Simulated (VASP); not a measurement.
# HgTe (Coloradoite): elastic constants with PBEsol

The system is HgTe (Coloradoite).

```xyz
2
Lattice="0.0000 3.2145 3.2145 3.2145 0.0000 3.2145 3.2145 3.2145 0.0000" Properties=species:S:1:pos:R:3 pbc="T T T"
Hg    0.0000    0.0000    0.0000
Te    4.8217    4.8217    4.8217
```

```json
{
  "Program": "VASP 6.6.1",
  "Task": "elastic constants",
  "Functional": "PBEsol",
  "Potentials or basis": "VASP PAW PBE potentials, release 64 (Hg, Te)",
  "Cutoff": "600 eV",
  "k mesh": "5 × 5 × 5",
  "Occupations": "fermi-dirac, width 0.05 eV",
  "Spin": "no spin polarisation",
  "Ions in elastic constants": "relaxed",
  "Further INCAR settings": "ALGO = Normal; EDIFF = 1e-08; IBRION = 6; POTIM = 0.015; NSW = 1; ISIF = 3"
}
```

```
Relaxed volume                                          : 34.72 Å³/atom
Relaxed cell                                            : a = 4.614 Å, b = 4.614 Å, c = 4.614 Å, α = 60.00°, β = 60.00°, γ = 60.00°
Space group after relaxing (to 0.05 Å)                  : F-43m (No. 216)
Elastic constants C11, C12, C44                         : 52, 37, 20 GPa
Voigt bulk modulus                                      : 42 GPa
Highest phonon frequency at Γ, LO-TO splitting left out : 108 cm⁻¹
```

The path:
```csv
step,energy change (eV),largest force (eV/Å),pressure (GPa),volume (Å³)
1,0.0000,0.0000,2.08,66.43
2,-0.0160,0.0000,-0.69,70.65
3,-0.0186,0.0000,0.01,69.44
```

Final structure:
```yaml
crystal:
  lattice:
    - [0.00000, 3.26225, 3.26225]
    - [3.26225, 0.00000, 3.26225]
    - [3.26225, 3.26225, 0.00000]
  atoms:
    - { symbol: Hg, position: [0.00000, 0.00000, 0.00000] }
    - { symbol: Te, position: [0.75000, 0.75000, 0.75000] }
```

Phonon frequencies in cm⁻¹ (negative: imaginary):
```csv
q point,frequencies
"(0.000, 0.000, 0.000)",0 0 0 108 108 108
```

Elastic tensor in Voigt notation (GPa, in the Cartesian axes of the cell as first typed):
```
52 37 37  0  0  0
37 52 37  0  0  0
37 37 52  0  0  0
 0  0  0 20  0  0
 0  0  0  0 20  0
 0  0  0  0  0 20
```

Clamped-ion elastic tensor (GPa):
```
52 37 37  0  0  0
37 52 37  0  0  0
37 37 52  0  0  0
 0  0  0 35  0  0
 0  0  0  0 35  0
 0  0  0  0  0 35
```

Wall time 4.5 min on 1 thread of Intel(R) Xeon(R) 6975P-C (Granite Rapids), with other jobs on the host, peak memory 0.29 GiB.

Caveat: the PAW data sets were made with another functional, which shifts forces and pressure a little. Spin-orbit coupling is left out, which matters for the levels of Hg, Te.
